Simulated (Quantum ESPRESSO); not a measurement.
**PtS2: Hubbard U from linear response under several settings**

```
Pt S
1.0
     3.54320    0.00000    0.00000
    -1.77160    3.06850    0.00000
     0.00000    0.00000    5.03880
Pt S
1 2
Direct
  0.00000 0.00000 0.00000
  0.66667 0.33333 0.77300
  0.33333 0.66667 0.22700
```

All runs used Quantum ESPRESSO 7.5; potentials GBRV 1.5 PBEsol; k mesh 4 × 4 × 2; given cell; no spin polarisation; cutoff 612 eV; occupations smeared at first, fixed for the response.

```csv
level,projectors,U typed (eV),q mesh,with V,state,U computed (eV)
PBEsol+U,ortho-atomic,0.0,2 × 2 × 2,no,insulator,Pt 4.7
PBEsol+U,ortho-atomic,2.0,2 × 2 × 2,no,insulator,Pt 4.8
PBEsol+U,ortho-atomic,4.0,2 × 2 × 2,no,insulator,Pt 4.8
PBEsol+U,ortho-atomic,6.0,2 × 2 × 2,no,insulator,?
PBEsol+U,ortho-atomic,8.0,2 × 2 × 2,no,insulator,Pt 5.0
```

Q: What stands in the row left open?

A: U computed Pt 4.9 eV.

Caveats: all runs use coarse meshes.

For the row left open. Caveat: the k mesh is coarse (spacing up to 0.62 Å⁻¹), so the values aren't converged.
